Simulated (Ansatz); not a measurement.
CoO:

```
CELL_PARAMETERS angstrom
2.85630 0.00000 0.00000
-1.42815 2.47363 0.00000
0.00000 0.00000 2.78761
ATOMIC_POSITIONS crystal
Co 0.00000 0.00000 0.00000
O 0.66667 0.33333 0.50000
```

Measurements of this composition are mostly on another form, of space group No. 225.

| Property | Result |
| --- | --- |
| Program | Ansatz 0.2.0 |
| Task | single point |
| Functional | PBE |
| Potentials or basis | all-electron LAPW, scalar-relativistic |
| Cutoff | 350 eV (chosen from the basis error) |
| Basis error allowed | 0.001 eV/atom |
| k mesh | 11 × 11 × 10 |
| Occupations | fermi-dirac, width 0.05 eV |
| Spin | collinear spin, ferromagnetic start |
| Starting moments | [2.0, 0.0] μB |

On this cell: pressure -7.6 GPa; largest force under 0.003 eV/Å; net moment 3.00 μB per cell; site moments Co +2.59; O +0.41 μB; band gap on the k mesh none (metal or under the smearing width).

The same run follows on a disturbed copy (atoms moved at random, drawn with an rms of 0.05 Å):

```
Co O
1.0
     2.85630    0.00000    0.00000
    -1.42815    2.47363    0.00000
     0.00000    0.00000    2.78761
Co O
1 1
Cartesian
  0.0271 0.0113 -0.0529
  1.3753 0.8110 1.4149
```

Task: What changes?

Result: The energy (extrapolated to zero smearing) moves by +4.6 meV/atom; pressure -6.5 GPa; largest force 0.212 eV/Å; net moment 3.00 μB per cell; site moments Co +2.58; O +0.41 μB; band gap on the k mesh none (metal or under the smearing width).

Forces in eV/Å, atoms in the order of the input:
```
Co  -0.170 -0.053  0.114
O    0.170  0.053 -0.114
```

Stress tensor (GPa, compression positive):
```
-4.94 -0.12 -0.74
-0.12 -4.91 -0.29
-0.74 -0.29 -9.54
```

Caveats: a cell with one magnetic atom can't hold antiferromagnetic order, which such compounds often take; semilocal functionals often make such compounds metallic where correlation or magnetic order opens a gap, which also shifts bond lengths.
